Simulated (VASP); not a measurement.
# Si (Fd-3m) in VASP: a series of runs

Runs on Si. Level: PBE. Tasks: G0W0 quasiparticle levels.

Program: VASP 6.6.1. These are calculated values, not measurements. Logs are shortened: lines on timing, memory, paths and dates and some standing lists are left out, and cuts for length are marked.

## 1. Starting point

Symmetry: Fd-3m, No. 227, cubic system. Conventional cell: a = 5.444 Å, b = 5.444 Å, c = 5.444 Å, α = 90.00°, β = 90.00°, γ = 90.00°. Around Si (site symmetry -43m) lie 4 Si at 2.36 Å.

## 2. G0W0 quasiparticle levels, PBE

POSCAR reads:

```
Si
1.0
    0.0000000000      2.7218511865      2.7218511865
    2.7218511865      0.0000000000      2.7218511865
    2.7218511865      2.7218511865      0.0000000000
Si
2
Direct
    0.5000000000      0.5000000000      0.5000000000
    0.7500000000      0.7500000000      0.7500000000
```

INCAR.step1 reads:

```
SYSTEM = Si
PREC = Accurate ; ENCUT = 450
EDIFF = 1E-8 ; ISMEAR = 0
SIGMA = 0.01 ; LREAL = .False.
LASPH = .True. ; NELM = 80
ALGO = Normal ; LWAVE = .True.
LCHARG = .False. ; GGA = PE
```

INCAR.step2 reads:

```
SYSTEM = Si
PREC = Accurate ; ENCUT = 450
EDIFF = 1E-8 ; ISMEAR = 0
SIGMA = 0.01 ; LREAL = .False.
LASPH = .True. ; NELM = 1
ALGO = Exact ; LWAVE = .True.
LCHARG = .False. ; GGA = PE
NBANDS = 165 ; LOPTICS = .True.
ISTART = 1
```

INCAR.step3 reads:

```
SYSTEM = Si
PREC = Accurate ; ENCUT = 450
EDIFF = 1E-8 ; ISMEAR = 0
SIGMA = 0.01 ; LREAL = .False.
LASPH = .True. ; ALGO = EVGW0
LWAVE = .False. ; LCHARG = .False.
GGA = PE ; NELMGW = 1
NBANDS = 165 ; ENCUTGW = 150
NOMEGA = 48 ; PRECFOCK = Fast
ISTART = 1 ; NBANDSGW = 12
```

KPOINTS reads:

```
regular mesh
0
Gamma
  3 3 3
  0 0 0
```

Potentials or basis: VASP PAW PBE potentials, release 64 (Si_GW).

On the command line:

```sh
$ cat potpaw_PBE.64/Si_GW/POTCAR > POTCAR
$ cp INCAR.step1 INCAR
$ mpirun -np 1 vasp_std > vasp.out
$ cp INCAR.step2 INCAR
$ mpirun -np 1 vasp_std > vasp.out
$ cp INCAR.step3 INCAR
$ mpirun -np 1 vasp_std > vasp.out
```

OUTCAR:

```text
SYSTEM = Si
   PREC = Accurate
   ENCUT = 450
   EDIFF = 1E-8
   ISMEAR = 0
   LREAL = .False.
   LASPH = .True.
   GGA = PE
   NELMGW = 1
   ENCUTGW = 150
   PRECFOCK = Fast
   ISTART = 1

 Found      4 irreducible k-points:

 Following reciprocal coordinates:
            Coordinates               Weight
  0.000000  0.000000  0.000000      1.000000
  0.333333  0.000000  0.000000      8.000000
  0.333333  0.333333  0.000000      6.000000
 -0.333333  0.333333  0.000000     12.000000
   k-points           NKPTS =      4   k-points in BZ     NKDIM =     27   number of bands    NBANDS=    165
   number of dos      NEDOS =    301   number of ions     NIONS =      2
   total plane-waves  NPLWV =  21952
   dimension x,y,z NGX =    28 NGY =   28 NGZ =   28
   dimension x,y,z NGXF=    56 NGYF=   56 NGZF=   56
   ions per type =               2
   NGX,Y,Z   is equivalent  to a cutoff of  12.09, 12.09, 12.09 a.u.
   NGXF,Y,Z  is equivalent  to a cutoff of  24.19, 24.19, 24.19 a.u.
 SYSTEM =  Si
   PREC   = accura    normal or accurate (medium, high low for compatibility)
   ISTART =      1    job   : 0-new  1-cont  2-samecut
   ICHARG =      0    charge: 1-file 2-atom 10-const
   ISPIN  =      1    spin polarized calculation?
   LNONCOLLINEAR =      F non collinear calculations
   LSORBIT =      F    spin-orbit coupling
   LASPH  =      T    aspherical Exc in radial PAW
   ENCUT  =  450.0 eV  33.07 Ry    5.75 a.u.   6.66  6.66  6.66*2*pi/ulx,y,z
   NELM   =     60;   NELMIN=  2; NELMDL=  0     # of ELM steps
   EDIFF  = 0.1E-07   stopping-criterion for ELM
   LREAL  =      F    real-space projection
   EDIFFG = 0.1E-06   stopping-criterion for IOM
   NSW    =      0    number of steps for IOM
   IBRION =     -1    ionic relax: 0-MD 1-quasi-New 2-CG
   NFREE  =      0    steps in history (QN), initial steepest desc. (CG)
   ISIF   =      0    stress and relaxation
   ISYM   =      3    0-nonsym 1-usesym 2-fastsym
   POTIM  = 0.5000    time-step for ionic-motion
   TEBEG  =    0.0;   TEEND  =   0.0 temperature during run
   PSTRESS=    0.0 pullay stress
   NELECT =       8.0000    total number of electrons
   NUPDOWN=      -1.0000    fix difference up-down
   EMIN   =  10.00;   EMAX   =-10.00  energy-range for DOS
   EFERMI =   0.00;   METHOD = LEGACY
   ISMEAR =     0;   SIGMA  =   0.01  broadening in eV -4-tet -1-fermi 0-gaus
   EFERMI_NEDOS =   21; number of points for ismear=-14 and -15
   IALGO  =     38    algorithm
   IMIX   =      4    mixing-type and parameters
     AMIX     =   0.40;   BMIX     =  1.00
     AMIX_MAG =   1.60;   BMIX_MAG =  1.00
  volume/ion in A,a.u.               =      20.16       136.08
  Fermi-wavevector in a.u.,A,eV,Ry     =   0.954766  1.804247 12.402783  0.911579
  Thomas-Fermi vector in A             =   2.083543
   LORBIT       =      0    0 simple, 1 ext, 2 COOP (PROOUT), +10 PAW based schemes
   GGA     = PE    functional components
   LHFCALC =     T    Hartree Fock is set to
   PRECFOCK=fast      Normal, Fast or Accurate (Low or Medium for compatibility)
   ENCUT4O =  -1.0   cutoff for four orbital integrals eV
   NKREDX  =     1    reduce k-point grid by
   NKREDY  =     1    reduce k-point grid by
   NKREDZ  =     1    reduce k-point grid by
   AEXX    =    1.0000 exact exchange contribution
   HFSCREEN=    0.0000 screening length (either q_TF or 0.3 A-1)
   HFSCREENC=   0.0000 screening length for correlation (either q_TF or 0.3 A-1)
   ENCUTFOCK=  -1.0 apply spherical cutoff to Coloumb kernel
   IVDW    =     0    specifies the selected vdW correction
   LEPSILON=     F    determine dielectric tensor
   LRPA    =     F    only Hartree local field effects (RPA)
   LRPAFORCE           =     F    calculate RPA forces
   ENCUTGW             = 150.0    cutoff for response function in eV
   ENCUTGWSOFT         = 120.0    soft cutoff for Coulomb kernel in GW response function in eV
   ENCUTLF             =  -1.0    cutoff for local field effects
   NELMGW              =     1    number of iterations in solving QP/BSE equation
   NELMHF              =     1    number of iterations in the inner HF iteration
   NKREDLFX            =     1    NKREDLFY  =   1   NKREDLFZ  =   1
 non-spin polarized calculation
 Gauss-broadening in eV      SIGMA  =   0.01
  energy-cutoff  :      450.00
  volume of cell :       40.33
 maximum number of plane-waves:       893
 NGX is ok and might be reduce to    28
  NGX = 16; NGY = 16; NGZ = 16
   NGX = 13   NGY = 13   NGZ = 13
 maximum number of plane-waves:       172

 QP shifts <psi_nk| G(iteration)W_0 |psi_nk>: iteration 1
 for sc-GW calculations column KS-energies equals QP-energies in previous step
 and V_xc(KS)=  KS-energies - (<T + V_ion + V_H > + <T+V_H+V_ion>^1  + <V_x>^1)

 k-point   1 :       0.0000    0.0000    0.0000
  band No.  KS-energies  QP-energies   sigma(KS)   V_xc(KS)     V^pw_x(r,r')   Z            occupation Imag(sigma)

      1      -6.4325      -7.1000     -11.3161     -10.4342     -17.4248       0.7569       2.0000       1.3075
      2       5.5010       4.9256     -12.1757     -11.4221     -13.4294       0.7635       2.0000       0.0510
      3       5.5010       4.9256     -12.1757     -11.4221     -13.4294       0.7635       2.0000       0.0510
      4       5.5010       4.9256     -12.1757     -11.4221     -13.4294       0.7635       2.0000       0.0510
      5       8.0158       8.1033      -9.9565     -10.0709      -5.3656       0.7649       0.0000      -0.1186
      6       8.0158       8.1033      -9.9565     -10.0709      -5.3656       0.7649       0.0000      -0.1186
      7       8.0158       8.1033      -9.9565     -10.0709      -5.3656       0.7649       0.0000      -0.1186
      8       8.7867       9.0222     -10.7236     -11.0339      -5.5737       0.7593       0.0000      -0.1328
      9      13.1689      13.3678      -9.7218      -9.9879      -4.1513       0.7476       0.0000      -0.2054
     10      13.1689      13.3678      -9.7218      -9.9879      -4.1513       0.7476       0.0000      -0.2054
     11      13.4319      13.1270      -7.9874      -7.6090      -2.4805       0.8059       0.0000      -0.3472
     12      16.6688      16.4605      -8.5196      -8.2483      -2.1676       0.7678       0.0000      -0.6257

 k-point   2 :       0.3333    0.0000    0.0000
  band No.  KS-energies  QP-energies   sigma(KS)   V_xc(KS)     V^pw_x(r,r')   Z            occupation Imag(sigma)
[... 33 lines left out ...]
      1      -3.1838      -3.7649     -11.7149     -10.9016     -16.4741       0.7145       2.0000       0.6455
      2      -1.2644      -1.8569     -11.7111     -10.8864     -15.5005       0.7184       2.0000       0.3764
      3       1.0888       0.4532     -10.6967      -9.8453     -12.9795       0.7464       2.0000       0.1330
      4       3.3836       2.7857     -11.6134     -10.8165     -13.4271       0.7503       2.0000       0.0651
      5       7.0350       7.0118      -9.1742      -9.1442      -4.7336       0.7735       0.0000      -0.1021
      6      11.2761      11.2310      -9.7603      -9.7014      -4.5675       0.7668       0.0000      -0.2335
      7      11.9137      12.0568     -10.0599     -10.2516      -4.3400       0.7468       0.0000      -0.3046
      8      12.5261      12.6391     -10.3549     -10.5050      -4.6738       0.7538       0.0000      -0.2983
      9      12.8638      12.9792     -10.1051     -10.2605      -4.1378       0.7421       0.0000      -0.3381
     10      13.1278      13.1625      -9.7035      -9.7484      -4.1666       0.7728       0.0000      -0.3164
     11      19.8065      19.6241      -8.9022      -8.6604      -2.3238       0.7546       0.0000      -0.7558
     12      20.3688      20.1132      -8.5069      -8.1740      -2.0224       0.7674       0.0000      -0.8091
```

OUTCAR.step1:

```text
SYSTEM = Si
   PREC = Accurate
   ENCUT = 450
   EDIFF = 1E-8
   ISMEAR = 0
   LREAL = .False.
   LASPH = .True.
[... 151 lines left out ...]
      2.72185      2.72185      2.72185        -0.000000     -0.000000     -0.000000
      4.08278      4.08278      4.08278         0.000000      0.000000      0.000000
 -----------------------------------------------------------------------------------
    total drift:                                0.000000      0.000000     -0.000000

  FREE ENERGIE OF THE ION-ELECTRON SYSTEM (eV)
  ---------------------------------------------------
  free  energy   TOTEN  =       -10.2274592544 eV

  energy  without entropy=      -10.2274592544  energy(sigma->0) =      -10.22745925
```

OUTCAR.step2:

```text
SYSTEM = Si
   PREC = Accurate
   ENCUT = 450
   EDIFF = 1E-8
[... 519 lines left out ...]
  --------------------------------------------------------------------------------------------------------------
     0.00000    34.56988    34.56988    34.56988     0.00000     0.00000    -0.00000
     1.77568    53.61763    53.61763    53.61763     0.00000     0.00000    -0.00000
     3.55136     9.01968     9.01968     9.01968     0.00000     0.00000    -0.00000
     5.32704   -22.05880   -22.05880   -22.05880    -0.00000    -0.00000     0.00000
     7.10272    -8.00601    -8.00601    -8.00601    -0.00000    -0.00000     0.00000
     8.87841    -4.23273    -4.23273    -4.23273    -0.00000    -0.00000     0.00000
[... 92 lines left out ...]
   174.01674     0.98579     0.98579     0.98579    -0.00000    -0.00000     0.00000
   175.79242     0.98609     0.98609     0.98609    -0.00000    -0.00000     0.00000
```

Run time: 27 s. Hardware: 1 thread of Intel Xeon Platinum 8488C (Sapphire Rapids), shared host; peak memory 0.25 GiB.

The run converged, but some of its settings lie outside the range that counts as converged, so its numbers aren't taken as properties of the crystal.

What came out:

* Band gap on the k mesh, mean-field level: 0.70 eV, indirect (least direct gap 2.51 eV)
* Quasiparticle gap: 1.23 eV
* Least direct quasiparticle gap: 3.18 eV

Caveat: the k mesh is coarse (spacing up to 0.67 Å⁻¹), so the values aren't converged; bands, screening cutoff and mesh are small and nothing is extrapolated, so the quasiparticle values aren't converged; an odd mesh through Γ misses points on the zone boundary, where band edges often lie.

(Continued in part 2 of 2.)
